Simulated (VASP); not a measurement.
# Si13Ge3 (Cm) in VASP: a series of runs

The runs below take Si13Ge3 through relaxation of cell and atoms, with PBEsol.

Everything below comes from runs of VASP 6.6.1. Logs are shortened: lines on timing, memory, paths and dates and some standing lists are left out, and cuts for length are marked.

### 1 Starting point

It takes space group Cm (No. 8, monoclinic). Conventional cell: a = 13.400 Å, b = 7.736 Å, c = 7.736 Å, α = 90.00°, β = 125.26°, γ = 90.00°. Ge (site symmetry m) is surrounded by 3 Si at 2.37 Å and 1 Ge at 2.37 Å. Around Ge (site symmetry m) lie 4 Si at 2.37 Å. Around Ge (site symmetry m) lie 1 Ge at 2.37 Å and 3 Si at 2.37 Å. Si (site symmetry 1) has 3 Si at 2.37 Å and 1 Ge at 2.37 Å as nearest neighbours. Si (site symmetry 1) has 4 Si at 2.37 Å as nearest neighbours. Around Si (site symmetry m) lie 3 Si at 2.37 Å and 1 Ge at 2.37 Å. Si (site symmetry m) is surrounded by 4 Si at 2.37 Å. Around Si (site symmetry 1) lie 2 Ge at 2.37 Å and 2 Si at 2.37 Å.

The cell was built by a generator and needn't be a form met in nature.

### 2 Relaxation of cell and atoms, PBEsol

Input file INCAR:

```
PREC = Accurate ; ENCUT = 600
EDIFF = 1E-6 ; ISMEAR = 0
SIGMA = 0.03 ; LREAL = F
LASPH = T ; NELM = 80
ALGO = Normal ; ISIF = 3
LWAVE = F ; LCHARG = F
GGA = PS ; IBRION = 2
NSW = 90 ; EDIFFG = -0.01
LUSENCCL = F
```

Input file KPOINTS:

```
regular mesh
0
Gamma
  6 6 6
```

Input file POSCAR:

```
Si13Ge3
1.0
    0.0000000000      5.4703762500      5.4703762500
    5.4703762500      0.0000000000      5.4703762500
    5.4703762500      5.4703762500      0.0000000000
Ge Si
3 13
Direct
    0.3750000000      0.3750000000      0.3750000000
    0.3750000000      0.3750000000      0.8750000000
    0.2500000000      0.7500000000      0.2500000000
    0.3750000000      0.8750000000      0.3750000000
    0.3750000000      0.8750000000      0.8750000000
    0.8750000000      0.3750000000      0.3750000000
    0.8750000000      0.3750000000      0.8750000000
    0.8750000000      0.8750000000      0.3750000000
    0.8750000000      0.8750000000      0.8750000000
    0.2500000000      0.2500000000      0.2500000000
    0.2500000000      0.2500000000      0.7500000000
    0.2500000000      0.7500000000      0.7500000000
    0.7500000000      0.2500000000      0.2500000000
    0.7500000000      0.2500000000      0.7500000000
    0.7500000000      0.7500000000      0.2500000000
    0.7500000000      0.7500000000      0.7500000000
```

Potentials or basis: VASP PAW PBE potentials, release 64 (Ge_d, Si).

Run with:

```
$ cat potpaw_PBE.64/Ge_d/POTCAR potpaw_PBE.64/Si/POTCAR > POTCAR
$ mpirun -np 1 vasp_std > vasp.out
```

OUTCAR:

```text
PREC = Accurate
   ENCUT = 600
   EDIFF = 1E-6
   ISMEAR = 0
   LREAL = F
   LASPH = T
   NELM = 80
   ISIF = 3
   GGA = PS
   IBRION = 2
   NSW = 90
   EDIFFG = -0.01

 ion  position               nearest neighbor table
   1  0.375  0.375  0.375-   3 2.37  10 2.37  11 2.37  13 2.37
   2  0.375  0.375  0.875-  10 2.37  11 2.37  12 2.37  14 2.37
   3  0.250  0.750  0.250-   1 2.37   4 2.37   5 2.37   8 2.37
   4  0.375  0.875  0.375-   3 2.37  10 2.37  12 2.37  15 2.37
   5  0.375  0.875  0.875-   3 2.37  11 2.37  12 2.37  16 2.37
   6  0.875  0.375  0.375-  10 2.37  13 2.37  14 2.37  15 2.37
[... 8 lines left out ...]
  15  0.750  0.750  0.250-   4 2.37   6 2.37   8 2.37   9 2.37
  16  0.750  0.750  0.750-   5 2.37   7 2.37   8 2.37   9 2.37

  LATTYP: Found a face centered cubic cell.
 ALAT       =    10.9407525000

  Lattice vectors:

 A1 = (   0.0000000000,   5.4703762500,   5.4703762500)
 A2 = (   5.4703762500,   0.0000000000,   5.4703762500)
 A3 = (   5.4703762500,   5.4703762500,   0.0000000000)

Analysis of symmetry for initial positions (statically):
=====================================================================
 Subroutine PRICEL returns:
 Original cell was already a primitive cell.

 Routine SETGRP: Setting up the symmetry group for a
 face centered cubic supercell.

 Subroutine GETGRP returns: Found  2 space group operations
 (whereof  1 operations were pure point group operations)
 out of a pool of 48 trial point group operations.

The static configuration has the point symmetry C_1 .
 The point group associated with its full space group is C_1h.

Analysis of symmetry for dynamics (positions and initial velocities):
=====================================================================
 Subroutine PRICEL returns:
 Original cell was already a primitive cell.

 Routine SETGRP: Setting up the symmetry group for a
 face centered cubic supercell.

 Subroutine GETGRP returns: Found  2 space group operations
 (whereof  1 operations were pure point group operations)
 out of a pool of 48 trial point group operations.

The dynamic configuration has the point symmetry C_1 .
 The point group associated with its full space group is C_1h.

 Subroutine INISYM returns: Found  2 space group operations
 (whereof  1 operations are pure point group operations),
 and found     1 'primitive' translations

----------------------------------------------------------------------------------------

                                     Primitive cell

  volume of cell :     327.4022

  direct lattice vectors                    reciprocal lattice vectors
     0.000000000  5.470376250  5.470376250    -0.091401391  0.091401391  0.091401391
     5.470376250  0.000000000  5.470376250     0.091401391 -0.091401391  0.091401391
     5.470376250  5.470376250  0.000000000     0.091401391  0.091401391 -0.091401391

  length of vectors
     7.736280284  7.736280284  7.736280284     0.158311854  0.158311854  0.158311854

  position of ions in fractional coordinates (direct lattice)
     0.375000000  0.375000000  0.375000000
     0.375000000  0.375000000  0.875000000
     0.250000000  0.750000000  0.250000000
     0.375000000  0.875000000  0.375000000
     0.375000000  0.875000000  0.875000000
     0.875000000  0.375000000  0.375000000
[... 8 lines left out ...]
     0.750000000  0.750000000  0.250000000
     0.750000000  0.750000000  0.750000000

  ion indices of the primitive-cell ions
   primitive index   ion index
                 1           1
                 2           2
                 3           3
                 4           4
                 5           5
                 6           6
[... 8 lines left out ...]
                15          15
                16          16

----------------------------------------------------------------------------------------

 KPOINTS: regular mesh

Automatic generation of k-mesh.
 Grid dimensions read from file:
 generate k-points for:    6    6    6

 Generating k-lattice:

  Cartesian coordinates                     Fractional coordinates (reciprocal lattice)
    -0.015233565  0.015233565  0.015233565     0.166666667  0.000000000  0.000000000
     0.015233565 -0.015233565  0.015233565     0.000000000  0.166666667  0.000000000
     0.015233565  0.015233565 -0.015233565     0.000000000  0.000000000  0.166666667

  Length of vectors
     0.026385309  0.026385309  0.026385309

  Shift w.r.t. Gamma in fractional coordinates (k-lattice)
     0.000000000  0.000000000  0.000000000

 Subroutine IBZKPT returns following result:
 ===========================================

 Found     68 irreducible k-points:

 Following reciprocal coordinates:
            Coordinates               Weight
  0.000000  0.000000  0.000000      1.000000
  0.166667  0.000000  0.000000      2.000000
  0.000000  0.166667  0.000000      2.000000
  0.000000  0.000000  0.166667      4.000000
  0.333333  0.000000  0.000000      2.000000
[... 55 lines left out ...]
 non-spin polarized calculation
 Gauss-broadening in eV      SIGMA  =   0.03
  energy-cutoff  :      600.00
  volume of cell :      327.40
 maximum number of plane-waves:     10974
 NGX is ok and might be reduce to    64
   NGX = 31   NGY = 31   NGZ = 31

--------------------------------------- Ionic step        1  -------------------------------------------

 number of electron      94.0000018 magnetization

 Free energy of the ion-electron system (eV)
  ---------------------------------------------------
  ext. energy  EPLUGINS =         0.00000000
  ---------------------------------------------------
  free energy    TOTEN  =       -89.35621365 eV

  energy without entropy =      -89.35621365  energy(sigma->0) =      -89.35621365

------------------------ aborting loop because EDIFF is reached ----------------------------------------

  FORCE on cell =-STRESS in cart. coord.  units (eV):
  Direction    XX          YY          ZZ          XY          YZ          ZX
  --------------------------------------------------------------------------------------
  -------------------------------------------------------------------------------------
  Total        0.4152299      0.4152299      0.4061400     -0.0385870     -0.0432825      0.0432825
  in kB        2.0319714      2.0319714      1.9874891     -0.1888295     -0.2118076      0.2118073
  external PRESSURE =       2.0171440 kB  Pullay stress =       0.0000000 kB

 VOLUME and BASIS-vectors are now :
 -----------------------------------------------------------------------------
  energy-cutoff  :      600.00
  volume of cell :      327.40
      direct lattice vectors                 reciprocal lattice vectors
     0.000000000  5.470376250  5.470376250    -0.091401391  0.091401391  0.091401391
     5.470376250  0.000000000  5.470376250     0.091401391 -0.091401391  0.091401391
     5.470376250  5.470376250  0.000000000     0.091401391  0.091401391 -0.091401391
[... 208 lines left out ...]
      4.10523      6.84366      6.84151         0.012964     -0.003629     -0.009778
[... 8 lines left out ...]
      5.47457      5.47458      8.21048        -0.007942     -0.002799      0.013144
      8.21085      8.21086      8.21048         0.002799      0.007942      0.013144
 -----------------------------------------------------------------------------------
    total drift:                                0.001116     -0.001115      0.002883

  FREE ENERGIE OF THE ION-ELECTRON SYSTEM (eV)
  ---------------------------------------------------
  free  energy   TOTEN  =       -89.4134906623 eV

  energy  without entropy=      -89.4134906623  energy(sigma->0) =      -89.41349066

--------------------------------------- Ionic step        6  -------------------------------------------

 number of electron      94.0000001 magnetization

 Free energy of the ion-electron system (eV)
  ---------------------------------------------------
  ext. energy  EPLUGINS =         0.00000000
  ---------------------------------------------------
  free energy    TOTEN  =       -89.41361615 eV

  energy without entropy =      -89.41361615  energy(sigma->0) =      -89.41361615

 E-fermi :   5.7899     XC(G=0):  -9.6781

 val. band max:        5.6121218545   @ k =   0.0000   0.0000   0.0000
 cond. band min:       5.9877601130   @ k =   0.0000   0.0000   0.0000
 fundamental gap:      0.3756382585
 Fermi energy:         5.7899239101

 k-point     1 :       0.0000    0.0000    0.0000
  band No.  band energies     occupation
      1     -18.6784      2.00000
      2     -18.5867      2.00000
      3     -18.5863      2.00000
      4     -18.5554      2.00000
      5     -18.5547      2.00000
      6     -18.5546      2.00000
[... 1405 lines left out ...]
     55       7.8706      0.00000
     56       8.6622      0.00000

 [... further k-points ...]
[... 5 lines left out ...]
  --------------------------------------------------------------------------------------
  -------------------------------------------------------------------------------------
  Total       -0.0004373     -0.0004373     -0.0030659      0.0109941      0.0108897     -0.0108897
  in kB       -0.0021361     -0.0021361     -0.0149748      0.0536983      0.0531883     -0.0531885
  external PRESSURE =      -0.0064157 kB  Pullay stress =       0.0000000 kB

 VOLUME and BASIS-vectors are now :
 -----------------------------------------------------------------------------
  energy-cutoff  :      600.00
  volume of cell :      328.03
      direct lattice vectors                 reciprocal lattice vectors
     0.000351361  5.474169553  5.473709687    -0.091346670  0.091346670  0.091342977
     5.473839739  0.000681174  5.473379872     0.091352174 -0.091352174  0.091353985
     5.474520913  5.474520913 -0.000000000     0.091329441  0.091334945 -0.091348481
[... 4 lines left out ...]
      6.84255      6.84375      4.10541        -0.000507      0.000507      0.004679
      5.49057      2.72121      5.48898         0.001784     -0.001784      0.003506
      6.85747      4.12122      6.85642        -0.002359      0.001070     -0.000131
      9.56508      6.82883      6.85642        -0.001070      0.002359     -0.000131
      4.10623      6.84385      6.84128         0.005019     -0.002464     -0.000526
[... 8 lines left out ...]
      5.47456      5.47473      8.21145        -0.003847      0.000658      0.001901
      8.21157      8.21174      8.21145        -0.000658      0.003847      0.001901
 -----------------------------------------------------------------------------------
    total drift:                               -0.000801      0.000802     -0.001701

  FREE ENERGIE OF THE ION-ELECTRON SYSTEM (eV)
  ---------------------------------------------------
  free  energy   TOTEN  =       -89.4136161519 eV

  energy  without entropy=      -89.4136161519  energy(sigma->0) =      -89.41361615

 reached required accuracy - stopping structural energy minimisation
```

It took 50 min on 1 × NVIDIA H100 80GB with 1 thread of AMD EPYC 7R13 (Zen 3), shared host; peak memory 2.2 GiB.

Results:

* Free energy: -89.4136 eV
* Relaxed volume: 20.50 Å³/atom
* Relaxed cell: a = 7.741 Å, b = 7.741 Å, c = 7.742 Å, α = 59.99°, β = 60.00°, γ = 60.00°
* Space group after relaxing (to 0.05 Å): Cm (No. 8)
* Energy gained by relaxing: 3.6 meV/atom
* Ionic steps: 6
* Pressure after relaxing: 0.0 GPa
* Largest force after relaxing: 0.006 eV/Å
* Band gap on the k mesh: 0.38 eV, direct

Forces in eV/Å, atoms in the order of the input:
```
Ge  -0.002  0.002 -0.004
Ge  -0.001  0.001  0.005
Ge   0.002 -0.002  0.004
Si  -0.002  0.001  0.000
Si  -0.001  0.002  0.000
Si   0.005 -0.002 -0.001
Si   0.002 -0.005 -0.001
Si   0.000  0.000 -0.002
Si   0.002 -0.002 -0.001
Si   0.000 -0.001  0.001
Si   0.001  0.000  0.001
Si   0.000  0.000 -0.004
Si  -0.002  0.002  0.002
Si  -0.001  0.001 -0.002
Si  -0.004  0.001  0.002
Si  -0.001  0.004  0.002
```

The path:
| step | energy change (eV) | largest force (eV/Å) | pressure (GPa) | volume (Å³) |
| --- | --- | --- | --- | --- |
| 1 | 0.0000 | 0.4833 | 0.20 | 327.40 |
| 2 | -0.0541 | 0.1109 | -0.14 | 328.62 |
| 3 | -0.0562 | 0.0428 | -0.24 | 328.93 |
| 4 | -0.0570 | 0.0278 | 0.15 | 327.45 |
| 5 | -0.0573 | 0.0232 | 0.02 | 327.97 |
| 6 | -0.0574 | 0.0056 | 0.00 | 328.03 |

Final structure:
```cif
data_structure
_symmetry_space_group_name_H-M 'P 1'
_symmetry_Int_Tables_number 1
_cell_length_a 7.7413
_cell_length_b 7.7409
_cell_length_c 7.7421
_cell_angle_alpha 59.994
_cell_angle_beta 59.996
_cell_angle_gamma 59.997
_cell_volume 328.03
loop_
_atom_site_label
_atom_site_type_symbol
_atom_site_fract_x
_atom_site_fract_y
_atom_site_fract_z
_atom_site_occupancy
Ge1 Ge 0.37649 0.37062 0.37645 1
Ge2 Ge 0.37511 0.37494 0.87498 1
Ge3 Ge 0.24841 0.75443 0.24858 1
Si1 Si 0.37634 0.87632 0.37638 1
Si2 Si 0.37634 0.87632 0.87096 1
Si3 Si 0.87498 0.37489 0.37516 1
Si4 Si 0.87497 0.37489 0.87497 1
Si5 Si 0.87094 0.87634 0.37636 1
Si6 Si 0.87498 0.87515 0.87494 1
Si7 Si 0.24733 0.24736 0.25260 1
Si8 Si 0.24733 0.24736 0.75272 1
Si9 Si 0.24855 0.75404 0.74871 1
Si10 Si 0.75408 0.24853 0.24870 1
Si11 Si 0.75403 0.24855 0.74871 1
Si12 Si 0.75007 0.75013 0.24992 1
Si13 Si 0.75007 0.75013 0.74987 1
```

Caveat: the PAW data sets were made with another functional, which shifts forces and pressure a little. A k mesh can miss the band edges.

### 3 Relaxation of cell and atoms, PBEsol

Input file INCAR:

```
PREC = Accurate ; ENCUT = 600
EDIFF = 1E-7 ; ISMEAR = 0
SIGMA = 0.03 ; LREAL = F
LASPH = T ; NELM = 80
ALGO = Normal ; ISIF = 3
LWAVE = F ; LCHARG = F
GGA = PS ; IBRION = 2
NSW = 90 ; EDIFFG = -0.005
LUSENCCL = F
```

KPOINTS is that of step 2.

Input file POSCAR:

```
Si13Ge3                                 
1.0
    0.0003513605      5.4741695526      5.4737096866
    5.4738397390      0.0006811741      5.4733798722
    5.4745209131      5.4745209131     -0.0000000000
  Ge              Si            
     3    13
Direct
     0.3764869275477721    0.3706178529742516    0.3764476097389882
     0.3751100209501245    0.3749353743709690    0.8749773023394533
     0.2484071652966471    0.7544275946805660    0.2485826200113935
     0.3763383566795611    0.8763238176332337    0.3763771156374110
     0.3763383566795611    0.8763238176332337    0.8709607100497944
     0.8749750634274667    0.3748904639151506    0.3751614905887246
     0.8749750634274667    0.3748904639151506    0.8749729820686581
     0.8709371484180874    0.8763446254846371    0.3763591130486377
     0.8749757989763752    0.8751477593390303    0.8749382208422972
     0.2473253916024489    0.2473585576889845    0.2525993523102091
     0.2473253916024489    0.2473585576889845    0.7527166983983576
     0.2485513672129589    0.7540369227821661    0.7487058550024376
     0.7540796396361430    0.2485260172491156    0.2486971715573707
     0.7540265696087997    0.2485505149513498    0.7487114577199252
     0.7500738694670696    0.7501338298465885    0.2499192972372378
     0.7500738694670696    0.7501338298465885    0.7498730034491043
```

Potentials or basis: VASP PAW PBE potentials, release 64 (Ge_d, Si).

Run with:

```
$ cat potpaw_PBE.64/Ge_d/POTCAR potpaw_PBE.64/Si/POTCAR > POTCAR
$ mpirun -np 1 vasp_std > vasp.out
```

Run time: 23 min. Hardware: 1 × NVIDIA H100 80GB with 1 thread of AMD EPYC 7R13 (Zen 3), shared host; peak memory 2.2 GiB.

Results (log left out):

```
Free energy                            : -89.4137 eV
Relaxed volume                         : 20.50 Å³/atom
Relaxed cell                           : a = 7.742 Å, b = 7.741 Å, c = 7.743 Å, α = 59.99°, β = 60.00°, γ = 59.99°
Space group after relaxing (to 0.05 Å) : Cm (No. 8)
Energy gained by relaxing              : 0.0 meV/atom
Ionic steps                            : 2
Pressure after relaxing                : 0.0 GPa
Band gap on the k mesh                 : 0.38 eV, direct
```

Forces in eV/Å, atoms in the order of the input:
```
Ge  -0.001  0.001  0.000
Ge  -0.001  0.001  0.000
Ge   0.001 -0.001  0.000
Si  -0.001  0.002  0.000
Si  -0.002  0.001  0.000
Si   0.000  0.001 -0.001
Si  -0.001  0.000 -0.001
Si  -0.001  0.001 -0.001
Si   0.000  0.000 -0.001
Si   0.001 -0.002  0.000
Si   0.002 -0.001  0.000
Si   0.001 -0.001  0.000
Si   0.000  0.000  0.001
Si   0.000  0.000  0.000
Si   0.000 -0.001  0.001
Si   0.001  0.000  0.001
```

Final structure:
```
CELL_PARAMETERS angstrom
0.00035 5.47466 5.47416
5.47397 0.00104 5.47347
5.47501 5.47501 0.00000
ATOMIC_POSITIONS crystal
Ge 0.37649 0.37060 0.37645
Ge 0.37514 0.37495 0.87496
Ge 0.24840 0.75445 0.24858
Si 0.37635 0.87631 0.37637
Si 0.37635 0.87631 0.87097
Si 0.87494 0.37492 0.37518
Si 0.87494 0.37492 0.87496
Si 0.87093 0.87634 0.37637
Si 0.87495 0.87516 0.87494
Si 0.24732 0.24737 0.25259
Si 0.24732 0.24737 0.75272
Si 0.24853 0.75402 0.74873
Si 0.75410 0.24852 0.24869
Si 0.75403 0.24853 0.74872
Si 0.75010 0.75012 0.24990
Si 0.75010 0.75012 0.74988
```

Levels at points of the mesh, in eV from the valence-band top:
```tsv
k point	band 45	band 46	band 47	band 48	band 49	band 50
(0.00, 0.00, 0.00)	-0.02	0.00	0.00	0.38	0.44	0.55
(0.50, 0.00, 0.00)	-0.92	-0.69	-0.68	1.24	1.26	1.27
(0.00, 0.50, 0.00)	-0.84	-0.77	-0.75	1.21	1.30	1.40
(0.50, 0.50, 0.00)	-1.41	-1.33	-1.28	0.90	1.07	2.17
(0.00, 0.00, 0.50)	-0.84	-0.76	-0.74	1.22	1.30	1.40
(0.50, 0.00, 0.50)	-1.40	-1.34	-1.31	0.95	1.03	2.20
```

Caveat: the PAW data sets were made with another functional, which shifts forces and pressure a little. PBEsol gaps usually lie below the measured ones, often by a third to a half.
